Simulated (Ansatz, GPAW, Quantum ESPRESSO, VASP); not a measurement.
**One calculation of Ag, 11 ways**

```
Ag
1.0
     0.00000    2.04275    2.04275
     2.04275    0.00000    2.04275
     2.04275    2.04275    0.00000
Ag
1
Cartesian
  0.0000 0.0000 0.0000
```

Alike in all runs: task band structure; functional PBE; k mesh 11 × 11 × 11; occupations fermi-dirac, width 0.05 eV; no spin polarisation; no spin-orbit coupling. Pressure is positive in compression and, in plane waves, holds the error of the finite cutoff, which Ansatz's Pulay term estimates and takes out.

```tsv
program and potentials	plane-wave cutoff (eV)	notes	pressure (GPa)
Ansatz, Ansatz NC	960	19 valence electrons an atom on average	4.44
Ansatz, SPMS NC	599	19 valence electrons an atom on average	4.58
Ansatz, Ansatz PAW (files of its older set among them)	680	19 valence electrons an atom on average	4.45
Ansatz, PseudoDojo stringent (PBE files)	1116	19 valence electrons an atom on average; Pulay term of +0.19 GPa included	4.39
Ansatz, JTH PAW	1380	11 valence electrons an atom on average; Pulay term of +0.03 GPa included	4.57
VASP, PBE PAW files Ag_sv_GW, 600 eV	600	19 valence electrons an atom on average	3.50
Quantum ESPRESSO, Ansatz NC SR PBE	966	19 valence electrons an atom on average	4.42
GPAW, GPAW PAW data sets (gpaw-data 1.2.1), other valence	600	11 valence electrons an atom on average	5.90
GPAW, SG15 ONCV 1.2	1100	19 valence electrons an atom on average	4.64
Quantum ESPRESSO, GBRV 1.5 PBE	612	19 valence electrons an atom on average	3.42
GPAW, GPAW PAW data sets (gpaw-data 1.2.1)	600	17 valence electrons an atom on average	4.33
```

The pressure spans 3.42 (Quantum ESPRESSO, GBRV 1.5 PBE) to 5.90 GPa (GPAW, GPAW PAW data sets (gpaw-data 1.2.1), other valence).

Differences between rows come from potentials, basis sets and numerical settings, since the functional is the same but for its coding. Runs on potential files found faulty are left out.
